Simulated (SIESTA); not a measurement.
Ge:

```
CELL_PARAMETERS angstrom
0.00000 2.82891 2.82891
2.82891 0.00000 2.82891
2.82891 2.82891 0.00000
ATOMIC_POSITIONS crystal
Ge 0.75000 0.75000 0.75000
Ge 0.50000 0.50000 0.50000
```

```yaml
Program: SIESTA 5.4.2
Task: relaxation of cell and atoms
Functional: PBE
Potentials_or_basis: SG15 1.2 (PBE files) or PseudoDojo by element
Basis: DZP (energy shift 0.003 Ry; two zetas on semicore shells)
Grid_cutoff: 800 Ry
Energy_shift: 0.003 Ry
k_mesh: 6 × 6 × 6
Occupations: fermi-dirac, width 0.05 eV
Spin: no spin polarisation
```

At the start: pressure 4.4 GPa; volume 22.64 Å³/atom.

**Question.** How do energy, volume and symmetry change on relaxing?

**Answer.** Over 4 steps the energy falls by 19.9 meV/atom and the volume is 24.21 Å³/atom (+6.9 %); space group Fd-3m (No. 227, to 0.05 Å).

Step by step:
| step | energy change (eV) | largest force (eV/Å) | pressure (GPa) | volume (Å³) |
| --- | --- | --- | --- | --- |
| 1 | 0.0000 | 0.0001 | 4.41 | 45.28 |
| 2 | -0.0149 | 0.0002 | 3.43 | 45.89 |
| 3 | -0.0396 | 0.0001 | 0.24 | 48.22 |
| 4 | -0.0397 | 0.0002 | 0.03 | 48.41 |

Final structure:
```cif
data_structure
_symmetry_space_group_name_H-M 'P 1'
_symmetry_Int_Tables_number 1
_cell_length_a 4.0911
_cell_length_b 4.0911
_cell_length_c 4.0911
_cell_angle_alpha 59.998
_cell_angle_beta 59.998
_cell_angle_gamma 59.998
_cell_volume 48.41
loop_
_atom_site_label
_atom_site_type_symbol
_atom_site_fract_x
_atom_site_fract_y
_atom_site_fract_z
_atom_site_occupancy
Ge1 Ge 0.75000 0.75000 0.75000 1
Ge2 Ge 0.50000 0.50000 0.50000 1
```

Caveat: the basis of atomic orbitals isn't converged, which shifts pressures, moduli and gaps.
